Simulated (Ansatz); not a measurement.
AlRu:

```
Ru Al
1.0
     2.99160    0.00000    0.00000
     0.00000    2.99160    0.00000
     0.00000    0.00000    2.99160
Ru Al
1 1
Direct
  0.50000 0.50000 0.50000
  0.00000 0.00000 0.00000
```

A run of Ansatz 0.2.0 on this cell left the log below. Logs are shortened: lines on timing, memory, paths and dates and some standing lists are left out, and cuts for length are marked.

```text
Warning: RAYON_NUM_THREADS=1 ignored (pool sized by the plan → 1); use --threads N
The last accepted step is kept in <dir> (removed where the run ends without a failure and the disk answers)
LAPW: plane waves up to 8.248 Å⁻¹, error target 1.0e-3 eV per atom; small_component_spin mean_spin; Al in spheres of 1.138 Å, 11 of its electrons in bands, Dirac shells []; Ru in spheres of 1.375 Å, 26 of its electrons in bands, Dirac shells [] (how accurate: hamiltonian.pseudopotentials.lapw.basis_error, Limitations)
Engine: ansatz 0.2.0, x86_64-unknown-linux-gnu
Pseudopotentials: kind: all_electron
Pseudopotential: Ru, LAPW, valence charge 26, lapw/all_electron/scalar/gaussian/Ru, Koelling and Harmon's equation, gaussian nucleus
Pseudopotential: Al, LAPW, valence charge 11, lapw/all_electron/scalar/gaussian/Al, Koelling and Harmon's equation, gaussian nucleus
Functional definition: PBEsol
  exchange = pbesol_x
  correlation = pbesol_c
Crystal: 2 atoms, lattice volume = 26.774 Å³
Basis set: ecut = 259.19230732346415 eV, 251 PW (Γ), exchange–correlation at level 2
Bands: 23, of which v1, the nominal top of the filled ones, is band 19 counted from 1 (18 counted from 0)
Symmetry: 48 space group operations
Space group: Pm-3m (ITA 221), of the structure as read, at distance tolerance 3.0e-5 Å
k-points: 35 of 729
Non-local potential: Ru, projectors of the file, none
Non-local potential: Al, projectors of the file, none
Initial density: superposition of atomic densities (chi_scale 0.1, normalization cell, long waves kept (reshape's long-wave potential 0.00 eV rms))
Initial wavefunctions: plane waves of lowest kinetic energy (no species holds an atomic orbital)
Functional: x = pbesol(κ = 0.804, μ = 0.12345679012345678), c = pbesol(β = 0.046)
iter 1 solved again at ethr=1.09e-3 eV; its pass at ethr=1.00e-1 eV (dr2=4.05e-1 eV) is discarded
SCF iter   1: F=—  HF=-129829.556532 eV  |F-HF|=—  |Δ(HF+E_count)|=         —  Δρ=4.24e-2  dr2=4.06e-1  ethr=1.09e-3  ⟨swp⟩=2.1  Hψ=5299  notcnv=0
preconditioner: auto → none  [metal: Δε(μ)=0.105 eV  Ē_g=8.814 eV  σ=0.050 eV  W_gap=0.42  n_scr=6 (ndim 8)  ℏωp=23.8 eV  f_vac=0.000  D(μ)=1.02/eV (n_scr^D=6)  sad-step TF]
[... 48 lines left out ...]
preconditioner: auto → none  [metal: Δε(μ)=0.019 eV  Ē_g=9.227 eV  σ=0.050 eV  W_gap=0.09  n_scr=6 (ndim 8)  ℏωp=24.3 eV  f_vac=0.000  D(μ)=1.77/eV (n_scr^D=18)]
SCF iter   2: F=-129828.847905 eV  HF=-129828.847905 eV  |F-HF|=9.41e-8  |Δ(HF+E_count)|=   1.49e-8  Δρ=9.89e-6  dr2=3.95e-8  ethr=9.35e-12  ⟨swp⟩=3.0  Hψ=2469  notcnv=0
SCF 5 converged in 2 iterations: F = -129828.847905 eV  dr2 = 3.95e-8
relax step   5: F+E_penalty+E_count = -129828.84790481 eV  Δ(F+E_penalty+E_count) = -3.514e-7 eV  max|allowed force component| = 1.027e-31 eV/Å  Δτ_max = 0.0000 Å  P = +4.996 GPa  Ω = 25.785 Å³  stress off target by 3.95e-3 GPa  SCF on the basis re-selected at this cell (its energy is not comparable with the rows above)  (2 SCF iters)
basis re-selected at this cell: Δ(F+E_penalty+E_count) = -3.514e-7 eV, ΔP = -0.000 GPa vs the last step (what re-selecting the basis moved, after the strain that the cell walked since its last selection, with what the two solves' SCF thresholds leave and, on support functions, any second-order correction that the steps lacked; it is no measure of the basis error at this ecutwfc). This SCF's stress stands 3.95e-3 GPa from its target on what of the cell is left free (relax.cell.stress_tol is 5.00e-2 GPa) and its largest allowed force component is 1.03e-31 eV/Å (relax.f_tol is 2.00e-2 eV/Å): within both
SCF converged after 2 iterations
Free energy (F): -129828.847905 eV
Harris-Foulkes:  -129828.847905 eV  (|F-HF|=9.41e-8)
Internal energy: -129828.833673 eV  (E = F + TS)
E sigma→0 (E₀):  -129828.840789 eV
Entropy (-TS):   -0.014232 eV (-7.116 meV/atom)
Fermi energy:    19.030335 eV
--- Per-component energies (eV) ---
  E_band       = -2988.223486
  E_kinetic    = 134746.462123
  E_xc         = -4075.599104
  E_electrostatic = -260499.696692  (all electrons and nuclei)
  E_smearing   = -0.014232  (= −TS)
  E_closure    = 0.000000  (closes the sum)
  E_atoms      = -129813.334980  (free atoms, spherical and without spin; not in F)
  Σ components = -129828.847905   (vs F -129828.847905, Δ=0.00e0)
  Basis errors (estimates in eV, not in F): energy 3.0e-4 per atom: plane waves 2.6e-4 (1.4e-4 summed), levels above the bands 2.7e-78, relativity 1.5e-8, radial functions 3.8e-5, core shells 6.6e-7; eigenvalues (radial functions only) 1.1e-6; not estimated: angular momenta, meshes, grids; target (lapw.basis_error) 1.0e-3; muffin-tin radii Al 1.124 Å, Ru 1.358 Å
--- Forces (eV/Å), atoms counted from 1 ---
  atom   1  Ru    -0.00000000     0.00000000     0.00000000
  atom   2  Al     0.00000000     0.00000000    -0.00000000
  max |Σ_I F_I| component: 3.16e-31 eV/Å
--- Stress (GPa, compression-positive) ---
        4.996053      -0.000000       0.000000
       -0.000000       4.996053       0.000000
        0.000000       0.000000       4.996053
  P = ⅓ Tr σ = 4.9961 GPa (49.961 kbar)
--- Relaxed structure (4 steps of the walk, 4 accepted, 1 SCFs on fresh bases) ---
  F+E_penalty+E_count = -129828.84790481 eV   max|allowed force component| = 1.027e-31 eV/Å   (the final SCF, on the basis selected at the relaxed cell)
  cell:  # Å, volume = 25.7854 Å³
    - [2.9543243327547226, 2.3672888899759775e-34, 1.4043239177823594e-34]
    - [1.4043239177823594e-34, 2.9543243327547226, 6.419766481290786e-35]
    - [4.614207158427752e-34, 6.419766481290786e-35, 2.9543243327547226]
  atoms:
    - { symbol: Ru, position: [0.5, 0.5, 0.5] }
    - { symbol: Al, position: [1.5247755176351608e-49, 0.0, 1.2875584599460061e-34] }
```

Question: Write the input and the command behind it.

Answer: Relaxation of cell and atoms with PBEsol, no spin polarisation. The files as run (others can give the same):

input.yaml
```yaml
crystal:
  lattice:
    - [2.9916, 0.0, 0.0]
    - [0.0, 2.9916, 0.0]
    - [0.0, 0.0, 2.9916]
  atoms:
    - { symbol: Ru, position: [0.5, 0.5, 0.5] }
    - { symbol: Al, position: [0.0, 0.0, 0.0] }
kpoints:
  mp_grid: { grid: [9, 9, 9] }
scf:
  occupations: { method: fermi_dirac, width: 0.05 }
hamiltonian:
  xc: pbesol
  pseudopotentials: { kind: all_electron, lapw: { basis_error: 0.001 } }
output:
  forces: true
  stress: true
relax:
  f_tol: 0.02
  max_steps: 60
  cell: { p_target: 5 }
```

Potentials or basis: all-electron LAPW, scalar-relativistic.
Run with:
```sh
$ ansatz run input.yaml --threads 1 --pin off --max-ram 3072MiB --backend cpu --events-out ev --progress --plain --runs-dir out
```
